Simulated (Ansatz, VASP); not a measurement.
**GaAs (GaAs(110)): VASP beside Ansatz**

Aim: how closely do two programs agree when they are given the same cell, functional and k mesh? The cell is taken from a series of runs on this material, whose earlier steps may have relaxed, scaled, displaced or heated it; both programs get it as it stands. Valence electrons are named where the data sets of a main pair hold unlike numbers.

Program: Ansatz 0.2.0. Level of theory: plane waves, with VASP 6.6.1 beside it; single point at PBE. Results are calculated unless marked as measured.

## Step 1: Set-up

The cell holds 18 atoms: 9 Ga and 9 As. Cell: a = 4.114 Å, b = 5.818 Å, c = 32.219 Å, α = 90.0°, β = 90.0°, γ = 90.0°. It derives from GaAs. As first built, before any earlier steps moved the atoms (in the runner's words): 9 layers, strained by +1 % in the plane. Vacuum lies along c.

## Step 2: VASP: single point, PBE

A single point gives forces, pressure and levels at one fixed geometry, so differences don't come from the geometry; what else differs is listed under the comparison.

Lines of VASP's logs that name or quote its potential files are left out, and so is its time.

INCAR

```
SYSTEM = GaAs
PREC = Accurate
ENCUT = 650
EDIFF = 1E-06
NELM = 100
ISMEAR = 0
SIGMA = 0.03
LREAL = .FALSE.
ALGO = Normal
GGA = PE
NBANDS = 100
LORBIT = 11
LWAVE = .FALSE.
LCHARG = .FALSE.
KPAR = 2
NCORE = 2
ISIF = 0
LDIPOL = .TRUE.
IDIPOL = 3
DIPOL = 0.5 0.5 0.5
LVHAR = .TRUE.
```

POSCAR

```
GaAs
1.0
    4.1141877100      0.0000000000      0.0000000000
    0.0000000000      5.8183400600      0.0000000000
    0.0000000000      0.0000000000     32.2185721000
Ga As
9 9
Direct
    0.0000000000      0.0598207000      0.2627288500
    0.5000000000      0.4848634500      0.3081100300
    0.0000000000      0.9914529700      0.3745873800
    0.5000000000      0.4914408100      0.4366240800
    0.0000000000      0.9934717200      0.5000000000
    0.5000000000      0.4914408100      0.5633759200
    0.0000000000      0.9914529700      0.6254126200
    0.5000000000      0.4848634500      0.6918899700
    0.0000000000      0.0598207000      0.7372711500
    0.0000000000      0.7336872700      0.3115277400
    0.5000000000      0.2649965500      0.2408892000
    0.0000000000      0.7395882200      0.4373072400
    0.5000000000      0.2416705200      0.3731711200
    0.0000000000      0.7395882200      0.5626927600
    0.5000000000      0.2414873000      0.5000000000
    0.0000000000      0.7336872700      0.6884722600
    0.5000000000      0.2416705200      0.6268288800
    0.5000000000      0.2649965500      0.7591108000
```

KPOINTS

```
Automatic mesh
0
Gamma
6 4 1
0 0 0
```

PAW data sets: Ga_d_GW and As_GW (PBE family, release 64).

Run with:

```sh
mpirun -np 4 vasp_std
```

Numbers of over 12 decimals in the logs are rounded to 6 here.

Log:

```text
[banner, memory and clock lines left out]
running    4 mpi-ranks, on    1 nodes
 distrk:  each k-point on    2 cores,    2 groups
 distr:  one band on    2 cores,    1 groups

 POSCAR found type information on POSCAR GaAs
 POSCAR found :  2 types and      18 ions
|                                                                             |
|               ----> ADVICE to this user running VASP <----                  |
|                                                                             |
|     You have a (more or less) 'large supercell' and for larger cells it     |
|     might be more efficient to use real-space projection operators.         |
|     Therefore, try LREAL= Auto in the INCAR file.                           |
|     Mind: For very accurate calculation, you might also keep the            |
|     reciprocal projection scheme (i.e. LREAL=.FALSE.).                      |
|                                                                             |

 LDA part: xc-table for (Slater+PW92), standard interpolation
 POSCAR, INCAR and KPOINTS ok, starting setup
 FFT: planning ... GRIDC
 FFT: planning ... GRID_SOFT
 FFT: planning ... GRID
 WAVECAR not read
 entering main loop
       N       E                     dE             d eps       ncg     rms          rms(c)
DAV:   1     0.185519134893E+04    0.18552E+04   -0.79304E+04  2488   0.197E+03
DAV:   2     0.234352659782E+03   -0.16208E+04   -0.15538E+04  2912   0.496E+02
DAV:   3    -0.447992504595E+02   -0.27915E+03   -0.27106E+03  3016   0.301E+02
DAV:   4    -0.727459342742E+02   -0.27947E+02   -0.27685E+02  3536   0.854E+01
DAV:   5    -0.743167209932E+02   -0.15708E+01   -0.15646E+01  3872   0.228E+01    0.904E+00
DAV:   6    -0.728853120833E+02    0.14314E+01   -0.27074E+00  3808   0.148E+01    0.493E+00
DAV:   7    -0.726554168743E+02    0.22990E+00   -0.16971E+00  3672   0.687E+00    0.146E+00
DAV:   8    -0.726449577976E+02    0.10459E-01   -0.22242E-01  3520   0.571E+00    0.464E-01
DAV:   9    -0.726467031289E+02   -0.17453E-02   -0.41254E-02  3328   0.226E+00    0.145E-01
DAV:  10    -0.726475710512E+02   -0.86792E-03   -0.59973E-03  3616   0.970E-01    0.905E-02
DAV:  11    -0.726481496091E+02   -0.57856E-03   -0.17297E-03  3304   0.480E-01    0.462E-02
DAV:  12    -0.726483427190E+02   -0.19311E-03   -0.65561E-04  3168   0.390E-01    0.226E-02
DAV:  13    -0.726484897913E+02   -0.14707E-03   -0.24770E-04  3536   0.151E-01    0.162E-02
DAV:  14    -0.726487273493E+02   -0.23756E-03   -0.10077E-04  3184   0.744E-02    0.839E-03
[...]
DAV:  18    -0.726490465614E+02   -0.18304E-04   -0.20493E-06  2096   0.836E-03    0.987E-04
DAV:  19    -0.726490621486E+02   -0.15587E-04   -0.14027E-06  1912   0.781E-03    0.698E-04
DAV:  20    -0.726490759427E+02   -0.13794E-04   -0.44754E-07  1912   0.720E-03    0.496E-04
DAV:  21    -0.726490895702E+02   -0.13627E-04   -0.47660E-07  1784   0.371E-03    0.305E-04
DAV:  22    -0.726490978304E+02   -0.82603E-05   -0.26929E-07  1784   0.328E-03    0.219E-04
DAV:  23    -0.726491016958E+02   -0.38654E-05   -0.17383E-07  1760   0.348E-03    0.125E-04
DAV:  24    -0.726491031805E+02   -0.14847E-05   -0.11418E-07  1728   0.225E-03    0.774E-05
DAV:  25    -0.726491034422E+02   -0.26167E-06   -0.71697E-08  1552   0.171E-03
   1 F= -.72649103E+02 E0= -.72649103E+02  d E =-.126476E-15
```

OUTCAR, selected parts (step 2):

```text
ion  position               nearest neighbor table
   1  0.000  0.060  0.263-  10 2.46  11 2.48  11 2.48
   2  0.500  0.485  0.308-  11 2.52  10 2.52  10 2.52  13 2.53
   3  0.000  0.991  0.375-  12 2.50  13 2.52  13 2.52  10 2.53
   4  0.500  0.491  0.437-  15 2.51  13 2.51  12 2.51  12 2.51
   5  0.000  0.993  0.500-  12 2.50  14 2.50  15 2.51  15 2.51
   6  0.500  0.491  0.563-  15 2.51  17 2.51  14 2.51  14 2.51
   7  0.000  0.991  0.625-  14 2.50  17 2.52  17 2.52  16 2.53
   8  0.500  0.485  0.692-  18 2.52  16 2.52  16 2.52  17 2.53
   9  0.000  0.060  0.737-  16 2.46  18 2.48  18 2.48
  10  0.000  0.734  0.312-   1 2.46   2 2.52   2 2.52   3 2.53
  11  0.500  0.265  0.241-   1 2.48   1 2.48   2 2.52
  12  0.000  0.740  0.437-   3 2.50   5 2.50   4 2.51   4 2.51
  13  0.500  0.242  0.373-   4 2.51   3 2.52   3 2.52   2 2.53
  14  0.000  0.740  0.563-   7 2.50   5 2.50   6 2.51   6 2.51
  15  0.500  0.241  0.500-   4 2.51   6 2.51   5 2.51   5 2.51
  16  0.000  0.734  0.688-   9 2.46   8 2.52   8 2.52   7 2.53
  17  0.500  0.242  0.627-   6 2.51   7 2.52   7 2.52   8 2.53
  18  0.500  0.265  0.759-   9 2.48   9 2.48   8 2.52

  LATTYP: Found a simple orthorhombic cell.
 ALAT       =     4.1141877100
 B/A-ratio  =     1.4142135629
 C/A-ratio  =     7.8310894813

 Subroutine GETGRP returns: Found  4 space group operations
 (whereof  4 operations were pure point group operations)

The static configuration has the point symmetry C_2v.

 Found     12 irreducible k-points:

   k-points           NKPTS =     12   k-points in BZ     NKDIM =     12   number of bands    NBANDS=    100

   dimension x,y,z NGX =    36 NGY =   48 NGZ =  270
   dimension x,y,z NGXF=    72 NGYF=   96 NGZF=  540

   ENCUT  =  650.0 eV  47.77 Ry    6.91 a.u.   8.55 12.10 66.98*2*pi/ulx,y,z

   NELECT =     162.0000    total number of electrons

 k-points in reciprocal lattice and weights: Automatic mesh
   0.00000000  0.00000000  0.00000000       0.042
   0.16666667  0.00000000  0.00000000       0.083
   0.33333333  0.00000000  0.00000000       0.083
   0.50000000  0.00000000  0.00000000       0.042
   0.00000000  0.25000000  0.00000000       0.083
   0.16666667  0.25000000  0.00000000       0.167
   0.33333333  0.25000000  0.00000000       0.167
   0.50000000  0.25000000  0.00000000       0.083
   0.00000000  0.50000000  0.00000000       0.042
   0.16666667  0.50000000  0.00000000       0.083
   0.33333333  0.50000000  0.00000000       0.083
   0.50000000  0.50000000  0.00000000       0.042

 dipolmoment           0.000000      0.000000      0.000000 electrons x Angstroem

 average (electrostatic) potential at core
       1 -70.6846       2 -70.5053       3 -70.5366       4 -70.5307       5 -70.5372
       6 -70.5307       7 -70.5366       8 -70.5053       9 -70.6846      10 -54.5488
      11 -54.2180      12 -54.5322      13 -54.4986      14 -54.5322      15 -54.5190
      16 -54.5488      17 -54.4986      18 -54.2180

 E-fermi :  -0.1934

 k-point     1 :       0.0000    0.0000    0.0000
  band No.  band energies     occupation
    ...
     77      -0.6632      2.00000
     78      -0.5860      2.00000
     79      -0.5479      2.00000
     80      -0.4518      2.00000
     81      -0.3559      2.00000
     82       0.2177      0.00000
     83       1.0056      0.00000
     84       1.1875      0.00000
     85       1.2709      0.00000
     86       1.3897      0.00000
    ...

 k-point     2 :       0.1667    0.0000    0.0000
  band No.  band energies     occupation
    ...
     77      -1.4641      2.00000
     78      -1.2064      2.00000
     79      -1.1409      2.00000
     80      -0.9057      2.00000
     81      -0.6391      2.00000
     82       1.3238      0.00000
     83       1.6858      0.00000
     84       1.7370      0.00000
     85       2.1566      0.00000
     86       2.1587      0.00000
    ...

 k-point     3 :       0.3333    0.0000    0.0000
  band No.  band energies     occupation
    ...
     77      -1.9802      2.00000
     78      -1.8310      2.00000
     79      -1.5565      2.00000
     80      -1.2701      2.00000
     81      -0.9109      2.00000
     82       1.0097      0.00000
     83       1.1614      0.00000
     84       1.5001      0.00000
     85       1.8043      0.00000
     86       1.8968      0.00000
    ...

  energy-cutoff  :      650.00
  volume of cell :      771.24
      direct lattice vectors                 reciprocal lattice vectors
     4.114187710  0.000000000  0.000000000     0.243061345  0.000000000  0.000000000
     0.000000000  5.818340060  0.000000000     0.000000000  0.171870326  0.000000000
     0.000000000  0.000000000 32.218572100     0.000000000  0.000000000  0.031037999

 POSITION                                       TOTAL-FORCE (eV/Angst)
 -----------------------------------------------------------------------------------
      0.00000      0.34806      8.46475        -0.000000      0.009721     -0.009745
      2.05709      2.82110      9.92687         0.000000     -0.000241      0.013269
      0.00000      5.76861     12.06867         0.000000      0.002622      0.005564
      2.05709      2.85937     14.06740         0.000000     -0.017386     -0.014363
      0.00000      5.78036     16.10929         0.000000     -0.008945      0.000000
      2.05709      2.85937     18.15117         0.000000     -0.017386      0.014363
      0.00000      5.76861     20.14990         0.000000      0.002622     -0.005564
      2.05709      2.82110     22.29171         0.000000     -0.000241     -0.013269
      0.00000      0.34806     23.75382        -0.000000      0.009721      0.009745
      0.00000      4.26884     10.03698         0.000000      0.014292      0.006406
      2.05709      1.54184      7.76111         0.000000     -0.004112      0.060863
      0.00000      4.30318     14.08941         0.000000      0.008468     -0.004247
      2.05709      1.40612     12.02304         0.000000     -0.002746      0.013028
      0.00000      4.30318     18.12916         0.000000      0.008468      0.004247
      2.05709      1.40506     16.10929         0.000000     -0.012288      0.000000
      0.00000      4.26884     22.18159         0.000000      0.014292     -0.006406
      2.05709      1.40612     20.19553         0.000000     -0.002746     -0.013028
      2.05709      1.54184     24.45747         0.000000     -0.004112     -0.060863
 -----------------------------------------------------------------------------------
    total drift:                                0.000000      0.001178      0.000008

  FREE ENERGIE OF THE ION-ELECTRON SYSTEM (eV)
  ---------------------------------------------------
  free  energy   TOTEN  =       -72.6491034422 eV

  energy  without entropy=      -72.6491034422  energy(sigma->0) =      -72.64910344

 vacuum level on the upper side and lower side of the slab         4.593         4.593

 total charge
# of ion       s       p       d       tot
------------------------------------------
    1        0.950   0.640   9.961  11.551
    2        0.879   0.720   9.977  11.576
    3        0.881   0.727   9.976  11.583
    4        0.881   0.729   9.977  11.586
    5        0.880   0.732   9.977  11.589
    6        0.881   0.729   9.977  11.586
    7        0.881   0.727   9.976  11.583
    8        0.879   0.720   9.977  11.576
    9        0.950   0.640   9.961  11.551
   10        1.207   1.517   0.027   2.751
   11        1.256   1.432   0.023   2.711
   12        1.204   1.520   0.027   2.751
   13        1.206   1.512   0.026   2.744
   14        1.204   1.520   0.027   2.751
   15        1.204   1.519   0.026   2.749
   16        1.207   1.517   0.027   2.751
   17        1.206   1.512   0.026   2.744
   18        1.256   1.432   0.023   2.711
--------------------------------------------------
tot         19.010  19.842  89.989 128.842

[... 3 further parts left out ...]
```

The gap is read on the k-mesh alone, so it is an upper bound where the band edges lie off the mesh.

(Continued in part 2 of 2.)

[Lines on the potential files, build, host, timing and source positions are cut from VASP's logs without a mark.]

[Logs are printed without paths, hosts, clocks, repeated set-up lines and the standing remarks that a program may print on its own settings, such as how far it seeks lower states.]

[Hosts, paths, dates, database ids (printed as entryN), source tags and the programs' standing remarks are cut or masked in the printed files.]
